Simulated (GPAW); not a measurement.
Ni:

```
CELL_PARAMETERS angstrom
0.00000 1.73757 1.73757
1.73757 0.00000 1.73757
1.73757 1.73757 0.00000
ATOMIC_POSITIONS crystal
Ni 0.00000 0.00000 0.00000
```

| Property | Result |
| --- | --- |
| Program | GPAW 26.7.0 |
| Task | relaxation of cell and atoms |
| Functional | PBE |
| Potentials or basis | GPAW PAW data sets (gpaw-data 1.2.1) |
| Cutoff | 600 eV |
| Basis | pw |
| k mesh | 10 × 10 × 10 |
| Occupations | fermi-dirac, width 0.05 eV |
| Spin | collinear spin, ferromagnetic start |
| Starting moments | [1.0] μB |

At the start: pressure 11.3 GPa; volume 10.49 Å³/atom.

How do energy, volume and symmetry change on relaxing?

Over 3 steps the energy falls by 17.6 meV/atom and the volume is 11.00 Å³/atom (+4.9 %); space group Fm-3m (No. 225, to 0.05 Å); moment 0.73 μB per cell.

Step by step:
| step | energy change (eV) | largest force (eV/Å) | pressure (GPa) | volume (Å³) |
| --- | --- | --- | --- | --- |
| 1 | 0.0000 | 0.0000 | 11.26 | 10.49 |
| 2 | -0.0155 | 0.0000 | 3.66 | 10.83 |
| 3 | -0.0176 | 0.0000 | 0.24 | 11.00 |

Final structure:
```
CELL_PARAMETERS angstrom
0.00000 1.76535 1.76535
1.76535 0.00000 1.76535
1.76535 1.76535 0.00000
ATOMIC_POSITIONS crystal
Ni 0.00000 0.00000 0.00000
```

Caveat: each step starts from the last one's moments, so a moment once lost doesn't come back; the stock nickel data set gives pressures a few GPa off other programs; later steps reuse the first step's grids.
